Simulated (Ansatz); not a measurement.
MoS2: relaxation of cell and atoms with r2SCAN

Slab: MoS2, a slab with vacuum.

```xyz
6
Lattice="3.1845 0.0000 0.0000 -1.5923 2.7579 0.0000 0.0000 0.0000 21.6705" Properties=species:S:1:pos:R:3 pbc="T T T"
Mo    0.0000    1.8386   18.4451
Mo    1.5923    0.9193    3.2254
S     1.5923    0.9193   16.8949
S     0.0000    1.8386    1.6741
S     1.5923    0.9193   19.9965
S     0.0000    1.8386    4.7756
```

```
Program             : Ansatz 0.2.0
Task                : relaxation of cell and atoms
Functional          : r2SCAN
Potentials or basis : Ansatz PAW
Cutoff              : 500 eV (not typed: the program's choice for these potentials)
k mesh              : 10 × 10 × 2
Occupations         : fermi-dirac, width 0.05 eV
Spin                : no spin polarisation
```

- Relaxed volume: 31.75 Å³/atom
- Relaxed cell: a = 3.184 Å, b = 3.184 Å, c = 21.696 Å, α = 90.00°, β = 90.00°, γ = 120.00°
- Space group after relaxing (to 0.05 Å): P-3m1 (No. 164)
- Energy gained by relaxing: 0.0 meV/atom
- Ionic steps: 4
- Band gap on the k mesh: 1.49 eV, indirect (least direct gap 2.00 eV)

Step by step:
```
step  energy change (eV)  largest force (eV/Å)  volume (Å³)
   1              0.0000                0.0343       190.32
   2             -0.0001                0.0237       190.30
   3             -0.0002                0.0015       190.49
   4             -0.0003                0.0015       190.49
```

Final structure:
```
CELL_PARAMETERS angstrom
3.18407 0.00000 0.00000
-1.59203 2.75748 0.00000
0.00000 0.00000 21.69560
ATOMIC_POSITIONS crystal
Mo 0.33333 0.66667 0.85030
Mo 0.66667 0.33333 0.14970
S 0.66667 0.33333 0.77877
S 0.33333 0.66667 0.07812
S 0.66667 0.33333 0.92188
S 0.33333 0.66667 0.22123
```

Levels at points of the mesh, in eV from the valence-band top:
```
             k point  band 22  band 23  band 24  band 25  band 26  band 27  band 28  band 29  band 30  band 31
  (0.00, 0.00, 0.00)    -2.03    -2.03    -1.84    -0.48     0.00     2.56     2.56     2.57     2.57     2.80
 (0.00, 0.00, -0.50)    -2.03    -2.03    -1.84    -0.48     0.00     2.56     2.56     2.57     2.57     2.80
 (0.00, -0.50, 0.00)    -2.32    -1.52    -1.47    -1.04    -1.01     1.98     2.00     2.48     2.56     3.66
(0.00, -0.50, -0.50)    -2.32    -1.52    -1.47    -1.04    -1.01     1.98     2.00     2.48     2.56     3.66
```

Run time: 52 s on 2 threads of Arm Neoverse V2, with other jobs on the host, peak memory 0.89 GiB.

Caveat: the plane-wave basis is chosen anew once the cell has moved, so the energies of steps on either side of that aren't comparable; the PAW data sets come from PBE, with cores solved anew for the run's functional, which leaves a small shift of forces and pressure. r2SCAN opens gaps a little over a GGA but as a rule still falls short of measured ones.
